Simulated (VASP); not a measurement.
Si, 2 atoms in the cell. The structure is cubic, space group Fd-3m (No. 227). The conventional cell has a = 5.336 Å, b = 5.336 Å, c = 5.336 Å, α = 90.00°, β = 90.00°, γ = 90.00°. Si (site symmetry -43m) is surrounded by 4 Si at 2.31 Å. 

- Program: VASP 6.6.1
- Task: relaxation of cell and atoms
- Functional: PBE
- Potentials or basis: VASP PAW PBE potentials, release 64 (Si)
- Cutoff: 600 eV
- k mesh: 10 × 10 × 10
- Occupations: gaussian, width 0.03 eV
- Spin: no spin polarisation
- Target pressure: 7.75 GPa
- Further INCAR settings: ALGO = Normal; EDIFF = 1e-07; IBRION = 2; EDIFFG = -0.005; NSW = 90; ISIF = 3
- Target pressure: 7.75 GPa

Potentials or basis: VASP PAW PBE potentials, release 64 (Si).

The run is started by

```console
$ cat potpaw_PBE.64/Si/POTCAR > POTCAR
$ mpirun -np 1 vasp_std > vasp.out
```

Hardware: 1 thread of Intel(R) Xeon(R) Platinum 8488C (Sapphire Rapids) (shared host).

Task: How long does it take, and how much memory?

Result: Wall time 24 s on 1 thread of Intel(R) Xeon(R) Platinum 8488C (Sapphire Rapids), with other jobs on the host, peak memory 0.15 GiB. Counts: scf iterations 21, k points 47, ion steps 3.
